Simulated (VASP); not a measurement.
# CaHF (P4/nmm) in VASP: single point with LDA

Aim: the single point of CaHF with LDA.

Program: VASP 6.6.1. These are calculated values, not measurements. Logs are shortened: lines on timing, memory, paths and dates and some standing lists are left out, and cuts for length are marked.

## 1. Starting point

Symmetry: P4/nmm, No. 129, tetragonal system. Conventional cell: a = 3.353 Å, b = 3.353 Å, c = 6.876 Å, α = 90.00°, β = 90.00°, γ = 90.00°. Ca (site symmetry 4mm) is surrounded by 4 H at 1.93 Å. Around H (site symmetry -4m2) lie 4 Ca at 1.93 Å. F (site symmetry 4mm) has 4 Ca at 2.71 Å and 4 H at 2.82 Å as nearest neighbours.

The cell was built by a generator and needn't be a form met in nature.

## 2. Single point, LDA

File INCAR:

```
SYSTEM = CaHF
  ALGO = Normal
  EDIFF = 1E-7
  ENCUT = 520
  GGA = CA
  ISIF = 2
  ISMEAR = -1
  LASPH = .TRUE.
  LCHARG = .FALSE.
  LREAL = .FALSE.
  LWAVE = .FALSE.
  NBANDS = 27
  NELM = 80
  PREC = Accurate
  SIGMA = 0.0208
```

File KPOINTS:

```
k-points
0
G
  8 8 4
  0 0 0
```

File POSCAR:

```
CaHF
1.0
    3.3532330000      0.0000000000      0.0000000000
    0.0000000000      3.3532330000      0.0000000000
    0.0000000000      0.0000000000      6.8759520000
Ca H F
2 2 2
Direct
    0.0000000000      0.5000000000      0.1400000000
    0.5000000000      0.0000000000      0.8600000000
    0.0000000000      0.0000000000      0.0000000000
    0.5000000000      0.5000000000      0.0000000000
    0.0000000000      0.5000000000      0.6700000000
    0.5000000000      0.0000000000      0.3300000000
```

Potentials or basis: VASP PAW LDA potentials, release 64 (Ca_sv, H, F).

Run with:

```bash
> cat potpaw_LDA.64/Ca_sv/POTCAR potpaw_LDA.64/H/POTCAR potpaw_LDA.64/F/POTCAR > POTCAR
> mpirun -np 1 vasp_std > vasp.out
```

OUTCAR:

```text
SYSTEM = CaHF
   EDIFF = 1E-7
   ENCUT = 520
   GGA = CA
   ISIF = 2
   ISMEAR = -1
   LASPH = .TRUE.
   LREAL = .FALSE.
   NELM = 80
   PREC = Accurate

 ion  position               nearest neighbor table
   1  0.000  0.500  0.140-   3 1.93   4 1.93   3 1.93   4 1.93   2 3.05   2 3.05   2 3.05   2 3.05

   2  0.500  0.000  0.860-   3 1.93   4 1.93   4 1.93   3 1.93   1 3.05   1 3.05   1 3.05   1 3.05

   3  0.000  0.000  0.000-   1 1.93   2 1.93   1 1.93   2 1.93
   4  0.500  0.500  0.000-   1 1.93   2 1.93   2 1.93   1 1.93
   5  0.000  0.500  0.670-
   6  0.500  0.000  0.330-

  LATTYP: Found a simple tetragonal cell.
 ALAT       =     3.3532330000
 C/A-ratio  =     2.0505440570

  Lattice vectors:

 A1 = (   3.3532330000,   0.0000000000,   0.0000000000)
 A2 = (   0.0000000000,   3.3532330000,   0.0000000000)
 A3 = (   0.0000000000,   0.0000000000,   6.8759520000)

Analysis of symmetry for initial positions (statically):
=====================================================================
 Subroutine PRICEL returns:
 Original cell was already a primitive cell.

 Routine SETGRP: Setting up the symmetry group for a
 simple tetragonal supercell.

 Subroutine GETGRP returns: Found 16 space group operations
 (whereof  8 operations were pure point group operations)
 out of a pool of 16 trial point group operations.

The static configuration has the point symmetry D_2d.
 The point group associated with its full space group is D_4h.

Analysis of symmetry for dynamics (positions and initial velocities):
=====================================================================
 Subroutine PRICEL returns:
 Original cell was already a primitive cell.

 Routine SETGRP: Setting up the symmetry group for a
 simple tetragonal supercell.

 Subroutine GETGRP returns: Found 16 space group operations
 (whereof  8 operations were pure point group operations)
 out of a pool of 16 trial point group operations.

The dynamic configuration has the point symmetry D_2d.
 The point group associated with its full space group is D_4h.

 Subroutine INISYM returns: Found 16 space group operations
 (whereof  8 operations are pure point group operations),
 and found     1 'primitive' translations

----------------------------------------------------------------------------------------

                                     Primitive cell

  volume of cell :      77.3144

  direct lattice vectors                    reciprocal lattice vectors
     3.353233000  0.000000000  0.000000000     0.298219658  0.000000000  0.000000000
     0.000000000  3.353233000  0.000000000     0.000000000  0.298219658  0.000000000
     0.000000000  0.000000000  6.875952000     0.000000000  0.000000000  0.145434407

  length of vectors
     3.353233000  3.353233000  6.875952000     0.298219658  0.298219658  0.145434407

  position of ions in fractional coordinates (direct lattice)
     0.000000000  0.500000000  0.140000000
     0.500000000  0.000000000  0.860000000
     0.000000000  0.000000000  0.000000000
     0.500000000  0.500000000  0.000000000
     0.000000000  0.500000000  0.670000000
     0.500000000  0.000000000  0.330000000

  ion indices of the primitive-cell ions
   primitive index   ion index
                 1           1
                 2           2
                 3           3
                 4           4
                 5           5
                 6           6

----------------------------------------------------------------------------------------

 KPOINTS: k-points

Automatic generation of k-mesh.
 Grid dimensions read from file:
 generate k-points for:    8    8    4

 Generating k-lattice:

  Cartesian coordinates                     Fractional coordinates (reciprocal lattice)
     0.037277457  0.000000000  0.000000000     0.125000000  0.000000000  0.000000000
     0.000000000  0.037277457  0.000000000     0.000000000  0.125000000  0.000000000
     0.000000000  0.000000000  0.036358602     0.000000000  0.000000000  0.250000000

  Length of vectors
     0.037277457  0.037277457  0.036358602

  Shift w.r.t. Gamma in fractional coordinates (k-lattice)
     0.000000000  0.000000000  0.000000000

 Subroutine IBZKPT returns following result:
 ===========================================

 Found     45 irreducible k-points:

 Following reciprocal coordinates:
            Coordinates               Weight
  0.000000  0.000000  0.000000      1.000000
  0.125000  0.000000  0.000000      4.000000
  0.250000  0.000000  0.000000      4.000000
  0.375000  0.000000  0.000000      4.000000
  0.500000  0.000000  0.000000      2.000000
  0.125000  0.125000  0.000000      4.000000
[... 16 lines left out ...]
  0.375000  0.125000  0.250000     16.000000
  0.500000  0.125000  0.250000      8.000000
 [... further k-points ...]
   k-points           NKPTS =     45   k-points in BZ     NKDIM =     45   number of bands    NBANDS=     27
   number of dos      NEDOS =    301   number of ions     NIONS =      6
   total plane-waves  NPLWV =  42336
   dimension x,y,z NGX =    28 NGY =   28 NGZ =   54
   dimension x,y,z NGXF=    56 NGYF=   56 NGZF=  108
   ions per type =               2   2   2
   NGX,Y,Z   is equivalent  to a cutoff of  13.88, 13.88, 13.06 a.u.
   NGXF,Y,Z  is equivalent  to a cutoff of  27.76, 27.76, 26.11 a.u.
 SYSTEM =  CaHF
   PREC   = accura    normal or accurate (medium, high low for compatibility)
   ISTART =      0    job   : 0-new  1-cont  2-samecut
   ICHARG =      2    charge: 1-file 2-atom 10-const
   ISPIN  =      1    spin polarized calculation?
   LNONCOLLINEAR =      F non collinear calculations
   LSORBIT =      F    spin-orbit coupling
   LASPH  =      T    aspherical Exc in radial PAW
   ENCUT  =  520.0 eV  38.22 Ry    6.18 a.u.   6.23  6.23 12.78*2*pi/ulx,y,z
   NELM   =     80;   NELMIN=  2; NELMDL= -5     # of ELM steps
   EDIFF  = 0.1E-06   stopping-criterion for ELM
   LREAL  =      F    real-space projection
   EDIFFG = 0.1E-05   stopping-criterion for IOM
   NSW    =      0    number of steps for IOM
   IBRION =     -1    ionic relax: 0-MD 1-quasi-New 2-CG
   NFREE  =      0    steps in history (QN), initial steepest desc. (CG)
   ISIF   =      2    stress and relaxation
   ISYM   =      2    0-nonsym 1-usesym 2-fastsym
   POTIM  = 0.5000    time-step for ionic-motion
   TEBEG  =    0.0;   TEEND  =   0.0 temperature during run
   PSTRESS=    0.0 pullay stress
   NELECT =      36.0000    total number of electrons
   NUPDOWN=      -1.0000    fix difference up-down
   EMIN   =  10.00;   EMAX   =-10.00  energy-range for DOS
   EFERMI =   0.00;   METHOD = LEGACY
   ISMEAR =    -1;   SIGMA  =   0.02  broadening in eV -4-tet -1-fermi 0-gaus
   EFERMI_NEDOS =   21; number of points for ismear=-14 and -15
   IALGO  =     38    algorithm
   IMIX   =      4    mixing-type and parameters
     AMIX     =   0.40;   BMIX     =  1.00
     AMIX_MAG =   1.60;   BMIX_MAG =  1.00
  volume/ion in A,a.u.               =      12.89        86.96
  Fermi-wavevector in a.u.,A,eV,Ry     =   1.268885  2.397845 21.906317  1.610069
  Thomas-Fermi vector in A             =   2.401956
   LORBIT       =      0    0 simple, 1 ext, 2 COOP (PROOUT), +10 PAW based schemes
   GGA     = CA    functional components
   LHFCALC =     F    Hartree Fock is set to
   AEXX    =    0.0000 exact exchange contribution
   IVDW    =     0    specifies the selected vdW correction
   LEPSILON=     F    determine dielectric tensor
   LRPA    =     F    only Hartree local field effects (RPA)
 non-spin polarized calculation
  energy-cutoff  :      520.00
  volume of cell :       77.31
 maximum number of plane-waves:      2112
 NGX is ok and might be reduce to    28
   NGX = 13   NGY = 13   NGZ = 25

 number of electron      35.9999982 magnetization

 Free energy of the ion-electron system (eV)
  ---------------------------------------------------
  ext. energy  EPLUGINS =         0.00000000
  ---------------------------------------------------
  free energy    TOTEN  =       -25.91841206 eV

  energy without entropy =      -25.91841206  energy(sigma->0) =      -25.91841206

 E-fermi :  -0.6979     XC(G=0):  -9.6694

 val. band max:       -1.2034625559   @ k =   0.0000   0.0000   0.5000
 cond. band min:       2.9111194536   @ k =   0.0000   0.0000   0.5000
 fundamental gap:      4.1145820095
 Fermi energy:        -0.6979490151

 k-point     1 :       0.0000    0.0000    0.0000
  band No.  band energies     occupation
      1     -38.3140      2.00000
      2     -38.0702      2.00000
      3     -20.3233      2.00000
      4     -20.1870      2.00000
      5     -19.7306      2.00000
      6     -19.5901      2.00000
[... 19 lines left out ...]
     26       7.8864      0.00000
     27       7.9788      0.00000

 k-point     2 :       0.1250    0.0000    0.0000
  band No.  band energies     occupation
      1     -38.2984      2.00000
      2     -38.0728      2.00000
      3     -20.2847      2.00000
      4     -20.2452      2.00000
      5     -19.8477      2.00000
      6     -19.5706      2.00000
[... 19 lines left out ...]
     26       7.8232      0.00000
     27       8.0743      0.00000

 k-point     3 :       0.2500    0.0000    0.0000
  band No.  band energies     occupation
      1     -38.2566      2.00000
      2     -38.0833      2.00000
      3     -20.3783      2.00000
      4     -20.2373      2.00000
      5     -20.0168      2.00000
      6     -19.5171      2.00000
[... 594 lines left out ...]
      1     -38.1914      2.00000
      2     -38.1043      2.00000
      3     -20.4570      2.00000
      4     -20.3695      2.00000
      5     -19.8697      2.00000
      6     -19.6599      2.00000
[... 19 lines left out ...]
     26       7.7493      0.00000
     27       8.2307      0.00000

 k-point    24 :       0.5000    0.1250    0.2500
  band No.  band energies     occupation
      1     -38.1413      2.00000
      2     -38.1413      2.00000
      3     -20.4718      2.00000
      4     -20.4718      2.00000
      5     -19.6990      2.00000
      6     -19.6990      2.00000
[... 19 lines left out ...]
     26       7.7953      0.00000
     27       8.4810      0.00000

 [... further k-points ...]

------------------------ aborting loop because EDIFF is reached ----------------------------------------

  FORCE on cell =-STRESS in cart. coord.  units (eV):
  Direction    XX          YY          ZZ          XY          YZ          ZX
  --------------------------------------------------------------------------------------
  -------------------------------------------------------------------------------------
  Total        4.8815180      4.8815180     -0.4379915      0.0000000      0.0000000      0.0000000
  in kB      101.1591520    101.1591520     -9.0764487      0.0000000      0.0000000      0.0000000
  external PRESSURE =      64.4139518 kB  Pullay stress =       0.0000000 kB

 VOLUME and BASIS-vectors are now :
 -----------------------------------------------------------------------------
  energy-cutoff  :      520.00
  volume of cell :       77.31
      direct lattice vectors                 reciprocal lattice vectors
     3.353233000  0.000000000  0.000000000     0.298219658  0.000000000  0.000000000
     0.000000000  3.353233000  0.000000000     0.000000000  0.298219658  0.000000000
     0.000000000  0.000000000  6.875952000     0.000000000  0.000000000  0.145434407

 POSITION                                       TOTAL-FORCE (eV/Angst)
 -----------------------------------------------------------------------------------
      0.00000      1.67662      0.96263         0.000000      0.000000      6.229072
      1.67662      0.00000      5.91332        -0.000000      0.000000     -6.229072
      0.00000      0.00000      0.00000         0.000000      0.000000      0.000000
      1.67662      1.67662      0.00000         0.000000     -0.000000      0.000000
      0.00000      1.67662      4.60689        -0.000000      0.000000      2.308111
      1.67662      0.00000      2.26906         0.000000      0.000000     -2.308111
 -----------------------------------------------------------------------------------
    total drift:                                0.000000      0.000000      0.000000

  FREE ENERGIE OF THE ION-ELECTRON SYSTEM (eV)
  ---------------------------------------------------
  free  energy   TOTEN  =       -25.9184120599 eV

  energy  without entropy=      -25.9184120599  energy(sigma->0) =      -25.91841206
```

Wall time 56 s (1 thread of Intel Xeon 6975P-C (Granite Rapids), shared host); peak memory 0.22 GiB.

What came out:

| Property | Result |
| --- | --- |
| Free energy | -25.9184 eV |
| Pressure | 6.4 GPa |
| Largest force | 6.229 eV/Å |
| Band gap on the k mesh | 4.11 eV, direct |

Forces in eV/Å, atoms in the order of the input:
```
Ca   0.000  0.000  6.229
Ca   0.000  0.000 -6.229
H    0.000  0.000  0.000
H    0.000  0.000  0.000
F    0.000  0.000  2.308
F    0.000  0.000 -2.308
```

Levels at points of the mesh, in eV from the valence-band top:
```csv
k point,band 16,band 17,band 18,band 19,band 20,band 21
"(0.00, 0.00, 0.00)",-0.58,-0.47,-0.47,4.25,5.84,6.30
"(0.50, 0.00, 0.00)",-0.56,-0.36,-0.36,5.84,5.84,6.12
"(0.50, 0.50, 0.00)",-1.04,-0.90,-0.90,4.39,4.39,8.70
"(0.00, 0.00, 0.50)",-0.45,-0.45,0.00,4.11,5.82,6.30
"(0.50, 0.00, 0.50)",-0.69,-0.56,-0.56,6.03,6.03,6.13
"(0.50, 0.50, 0.50)",-1.07,-0.88,-0.88,4.55,4.55,8.71
```

Caveat: forces of over 1 eV/Å show positions far from the minimum, so gaps and moduli don't describe the material at rest. A k mesh can miss the band edges.
